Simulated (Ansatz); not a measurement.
The cell is a 16-atom cell of MgO (Ibam) from a materials database; cell and atoms were relaxed with r2SCAN. The symmetry is Ibam (No. 72, orthorhombic); a = 6.123 Å, b = 14.403 Å, c = 4.159 Å in the conventional setting, 11.46 Å³ an atom. Mg has 5 O at 2.01–2.08 Å; Mg has 5 O at 1.99–2.08 Å; O has 5 Mg at 2.01–2.08 Å; O has 5 Mg at 1.99–2.08 Å.

The questions ask for values computed with Ansatz on this geometry. Calculated for a static, non-magnetic cell.

Q: What gap does r2SCAN give, and where are the band edges?

A: r2SCAN gives a direct gap of 3.75 eV at Γ.

Q: How does the gap change from r2SCAN to PBE (8×8×8)?

A: PBE gives a direct gap of 3.21 eV at Γ. The gap differs by -0.54 eV from r2SCAN's.

Q: How does the gap change from r2SCAN to HSE06 (4×4×4)?

A: The HSE06 gap is direct at Γ: 4.75 eV. The gap differs by +1.00 eV from r2SCAN's.

Q: How does the gap change from r2SCAN to PBE0 (4×4×4)?

A: With PBE0 the gap is 5.46 eV and direct, at Γ. The gap differs by +1.71 eV from r2SCAN's.

Q: What do these levels agree on?

A: r2SCAN covers 35 % of the step from PBE to HSE06. All these functionals give a gap of the same kind, direct.
